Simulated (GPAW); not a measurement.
# BP (F-43m) in GPAW: a series of runs

Aim: see how the results for BP move with the level of theory and the settings. Levels: PBE+TS, r2SCAN+D4. Tasks: ts, gruneisen.

All numbers are computed with GPAW 26.7.0; they aren't measurements. Logs are shortened: lines on timing, memory, paths and dates and some standing lists are left out, and cuts for length are marked. The log counts tension as positive stress, the text compression.

## (1) The crystal as given

Symmetry: F-43m, No. 216, cubic system. Conventional cell: a = 4.538 Å, b = 4.538 Å, c = 4.538 Å, α = 90.00°, β = 90.00°, γ = 90.00°. P (site symmetry -43m) is surrounded by 4 B at 1.97 Å. B (site symmetry -43m) has 4 P at 1.97 Å as nearest neighbours.

## (2) Ts, PBE+TS

File run.py:

```python
from ase.calculators.vdwcorrection import vdWTkatchenko09prl
from ase.dft.bandgap import bandgap
from ase.io import read, write
from gpaw import GPAW
from gpaw.analyse.hirshfeld import HirshfeldPartitioning
from gpaw.analyse.vdwradii import vdWradii
from gpaw.mpi import world

atoms = read('BP.xyz')

calc = GPAW(mode='lcao',
            h=0.18,
            basis='dzp',
            xc='PBE',
            kpts={'size': (10, 10, 10), 'gamma': True},
            occupations={'name': 'fermi-dirac', 'width': 0.05},
            convergence={'density': 1e-05, 'energy': 1e-05},
            maxiter=50,
            legacy_gpaw=True,
            txt='gpaw.txt')
atoms.calc = calc
energy = atoms.get_potential_energy()
forces = atoms.get_forces()
calc.write('gs.gpw')
write('result.traj', atoms)
print(f'Energy: {energy:.6f} eV')
print('Forces (eV/A):')
print(forces.round(4))
print('Fermi level:', round(calc.get_fermi_level(), 4), 'eV')
print(f'Gap: {bandgap(calc)[0]:.4f} eV, direct: {bandgap(calc, direct=True)[0]:.4f} eV')

hirshfeld = HirshfeldPartitioning(calc)
print('Hirshfeld volume ratios:', *hirshfeld.get_effective_volume_ratios().round(4))
atoms.calc = vdWTkatchenko09prl(hirshfeld, vdWradii(atoms.get_chemical_symbols(), 'PBE', world=world), Rmax=15.0, txt='-')
total = atoms.get_potential_energy()
print(f'Energy with TS dispersion: {total:.6f} eV, dispersion {total - energy:.6f} eV')
print('Forces with TS dispersion:', *atoms.get_forces().round(5).ravel())
```

File BP.xyz:

```xyz
2
Lattice="0.0000000000 2.2690000000 2.2690000000 2.2690000000 0.0000000000 2.2690000000 2.2690000000 2.2690000000 0.0000000000" Properties=species:S:1:pos:R:3 pbc="T T T"
P      3.4035000000      3.4035000000      3.4035000000
B      0.0000000000      0.0000000000      0.0000000000
```

Potentials or basis: GPAW PAW data sets (gpaw-data 1.2.1), lcao:dzp.

Launch:

```sh
> OMP_NUM_THREADS=1 python run.py
```

gpaw.txt:

```text
___ ___ ___ _ _ _
 |   |   |_  | | | |
 | | | | | . | | | |
 |__ |  _|___|_____|  26.7.0
 |___|_|

Input parameters:
  basis: dzp
  convergence: {density: 1e-05,
                energy: 1e-05}
  h: 0.18
  kpts: {gamma: True,
         size: (10, 10, 10)}
  maxiter: 50
  mode: lcao
  occupations: {name: fermi-dirac,
                width: 0.05}
  xc: PBE

System changes: positions, numbers, cell, pbc, initial_charges, initial_magmoms

Initialize ...

species:
  P:
    name:    Phosphorus
    Z:       15.0
    valence: 5
    core:    10
    charge:  0.0  # [|e|]
    compensation charges:
      type: gauss
      rc: 0.30  # [Å]
      lmax: 2
    cutoffs:
      filter: 1.69  # [Å]
      core: 1.81  # [Å]
    projectors
    | kind |    occ | energy [eV] | rcut [Å] |
    |------|--------|-------------|----------|
    |   3s |  2.000 |     -13.968 |    0.953 |
    |   3p |  3.000 |      -5.506 |    0.953 |
    |    s |        |      13.244 |    0.953 |
    |    p |        |      21.705 |    0.953 |
    |    d |        |       0.000 |    0.953 |

    LCAO basis set for P:
      Name: dzp
      File: <dir>
      Number of radial functions: 5
      Number of spherical harmonics: 13
        l=0, rc=6.0938 Bohr: 3s-sz confined orbital
        l=1, rc=7.7031 Bohr: 3p-sz confined orbital
        l=0, rc=3.4375 Bohr: 3s-dz split-valence wave
        l=1, rc=4.4688 Bohr: 3p-dz split-valence wave
        l=2, rc=7.7031 Bohr: d-type Gaussian polarization
      Number of RI-basis functions 0

  B:
    name:    Boron
    Z:       5.0
    valence: 3
    core:    2
    charge:  0.0  # [|e|]
    compensation charges:
      type: gauss
      rc: 0.20  # [Å]
      lmax: 2
    cutoffs:
      filter: 1.14  # [Å]
      core: 1.38  # [Å]
    projectors
    | kind |    occ | energy [eV] | rcut [Å] |
    |------|--------|-------------|----------|
    |   2s |  2.000 |      -9.443 |    0.635 |
    |   2p |  1.000 |      -3.606 |    0.635 |
    |    s |        |      17.768 |    0.635 |
    |    p |        |      23.605 |    0.635 |
    |    d |        |       0.000 |    0.635 |

    LCAO basis set for B:
      Name: dzp
      File: <dir>
      Number of radial functions: 5
      Number of spherical harmonics: 13
        l=0, rc=6.6719 Bohr: 2s-sz confined orbital
        l=1, rc=8.2188 Bohr: 2p-sz confined orbital
        l=0, rc=3.7500 Bohr: 2s-dz split-valence wave
        l=1, rc=4.6094 Bohr: 2p-dz split-valence wave
        l=2, rc=8.2188 Bohr: d-type Gaussian polarization
      Number of RI-basis functions 0

Reference energy: -9972.403226  # eV

Spin-paired calculation

Convergence criteria:
 Maximum [total energy] change in last 3 cyles: 1e-05 eV / valence electron
 Maximum integral of absolute [dens]ity change: 1e-05 electrons / valence electron
 Maximum integral of absolute [eigenst]ate change: 4e-08 eV^2 / valence electron
 Maximum number of scf [iter]ations: 50
 (Square brackets indicate name in SCF output, whereas a 'c' in
 the SCF output indicates the quantity has converged.)

Symmetries present (total): 24

  ( 1  0  0)  ( 1  0  0)  ( 1  0 -1)  ( 1  0 -1)  ( 1 -1  0)  ( 1 -1  0)
  ( 0  1  0)  ( 0  0  1)  ( 0  1 -1)  ( 0  0 -1)  ( 0 -1  1)  ( 0 -1  0)
  ( 0  0  1)  ( 0  1  0)  ( 0  0 -1)  ( 0  1 -1)  ( 0 -1  0)  ( 0 -1  1)

  ( 0  1  0)  ( 0  1  0)  ( 0  1 -1)  ( 0  1 -1)  ( 0  0  1)  ( 0  0  1)
  ( 1  0  0)  ( 0  0  1)  ( 1  0 -1)  ( 0  0 -1)  ( 1  0  0)  ( 0  1  0)
  ( 0  0  1)  ( 1  0  0)  ( 0  0 -1)  ( 1  0 -1)  ( 0  1  0)  ( 1  0  0)

  ( 0  0 -1)  ( 0  0 -1)  ( 0 -1  1)  ( 0 -1  1)  ( 0 -1  0)  ( 0 -1  0)
  ( 1  0 -1)  ( 0  1 -1)  ( 1 -1  0)  ( 0 -1  0)  ( 1 -1  0)  ( 0 -1  1)
  ( 0  1 -1)  ( 1  0 -1)  ( 0 -1  0)  ( 1 -1  0)  ( 0 -1  1)  ( 1 -1  0)

  (-1  1  0)  (-1  1  0)  (-1  0  1)  (-1  0  1)  (-1  0  0)  (-1  0  0)
  (-1  0  1)  (-1  0  0)  (-1  1  0)  (-1  0  0)  (-1  1  0)  (-1  0  1)
  (-1  0  0)  (-1  0  1)  (-1  0  0)  (-1  1  0)  (-1  0  1)  (-1  1  0)

1000 k-points: 10 x 10 x 10 Monkhorst-Pack grid + [1/20,1/20,1/20]
47 k-points in the irreducible part of the Brillouin zone
       k-points in crystal coordinates                weights
   0:     0.00000000    0.00000000    0.00000000          1/1000
   1:     0.10000000    0.10000000    0.00000000          6/1000
   2:     0.10000000    0.10000000    0.10000000          8/1000
   3:     0.20000000    0.10000000    0.10000000         12/1000
   4:     0.20000000    0.20000000    0.00000000          6/1000
   5:     0.20000000    0.20000000    0.10000000         24/1000
   6:     0.20000000    0.20000000    0.20000000          8/1000
   7:     0.30000000    0.20000000    0.10000000         24/1000
   8:     0.30000000    0.20000000    0.20000000         24/1000
   9:     0.30000000    0.30000000    0.00000000          6/1000
          ...
  46:     0.50000000    0.50000000    0.50000000          4/1000

Wave functions: LCAO
  Diagonalizer: Serial LAPACK
  Atomic Correction: dense with blas
  Data-type: complex

Occupation numbers: Fermi-Dirac:
  width: 0.0500  # eV

Eigensolver
   LCAO using direct dense diagonalizer

Densities:
  Coarse grid: 16*16*16 grid
  Fine grid: 32*32*32 grid
  Total Charge: 0.000000

Density mixing:
  Method: separate
  Backend: msr1
  Linear mixing parameter: 0.05
  old densities: 10
  Width of damping distribution: 1.1
  Damping of long wavelength oscillations: 20

Hamiltonian:
  XC and Coulomb potentials evaluated on a 32*32*32 grid
  Using the PBE Exchange-Correlation functional
  Interpolation: tri-quintic (5. degree polynomial)
  Poisson solver: FastPoissonSolver using
    Stencil: 12*3+1=37 point O(h^6) finite-difference Laplacian
    FFT axes: [np.int64(0), np.int64(1), np.int64(2)]
    FST axes: []

XC parameters: PBE with 2 nearest neighbor stencil

Number of atoms: 2
Number of atomic orbitals: 26
Number of bands in calculation: 8
Number of valence electrons: 8
Bands to converge: occupied

... initialized

Initializing position-dependent things.

Density initialized from atomic densities

                  P

       B

Atomic positions and initial magnetic moments

Positions:
   0 P      3.403500    3.403500    3.403500    ( 0.0000,  0.0000,  0.0000)
   1 B      0.000000    0.000000    0.000000    ( 0.0000,  0.0000,  0.0000)

Unit cell:
           periodic     x           y           z      points  spacing
  1. axis:    yes    0.000000    2.269000    2.269000    16     0.1638
  2. axis:    yes    2.269000    0.000000    2.269000    16     0.1638
  3. axis:    yes    2.269000    2.269000    0.000000    16     0.1638

  Lengths:   3.208851   3.208851   3.208851
  Angles:   60.000000  60.000000  60.000000

Effective grid spacing dv^(1/3) = 0.1787

iter:   1   -13.096554        c
iter:   2   -13.002056        c -0.75
iter:   3   -12.630091        c -0.79
iter:   4   -12.628208        c -1.45
iter:   5   -12.628584        c -1.84
iter:   6   -12.628477        c -2.61
iter:   7   -12.628477        c -3.86
iter:   8   -12.628477c       c -4.40
iter:   9   -12.628477c       c -5.59c

Converged after 9 iterations.

Dipole moment: (2.778596, 2.778596, 2.778596) |e|*Ang

Energy contributions relative to reference atoms: (reference = -9972.403226)

Kinetic:        +12.576079
Potential:      -10.768052
External:        +0.000000
XC:             -14.438926
Entropy (-ST):   -0.000000
Local:           +0.002422
SIC:             +0.000000
--------------------------
Free energy:    -12.628477
Extrapolated:   -12.628477

Showing only first 2 kpts
 Kpt  Band  Eigenvalues  Occupancy
  0     2      8.22114    2.00000
  0     3      8.22114    2.00000
  0     4     11.68157    0.00000
  0     5     11.68157    0.00000

  1     2      7.37595    2.00000
  1     3      7.42397    2.00000
  1     4     11.28236    0.00000
  1     5     12.81886    0.00000

Fermi level: 8.89041

Gap: 1.373 eV
Transition (v -> c):
  (s=0, k=0, n=3, [0.00, 0.00, 0.00]) -> (s=0, k=24, n=4, [0.40, 0.40, 0.00])
Direct/indirect transitions are different
Direct gap: 3.460 eV
Transition at: (s=0, k=0, n=3, [0.00, 0.00, 0.00])

Forces in eV/Ang:
  0 P     0.00000    0.00000   -0.00000
  1 B     0.00000   -0.00000    0.00000

Writing to gs.gpw (mode='')
```

Wall time 97 s (1 thread of Arm Neoverse V2, shared host); peak memory 0.17 GiB.

What came out:

* Free energy: -13.0910 eV
* Band gap on the k mesh: 1.37 eV, indirect (least direct gap 3.46 eV)
* Dispersion energy per atom: -0.231 eV

Caveat: the real-space grid adds noise to forces; the basis of atomic orbitals isn't converged, which shifts pressures, moduli and gaps.

(Continued in part 2 of 2.)
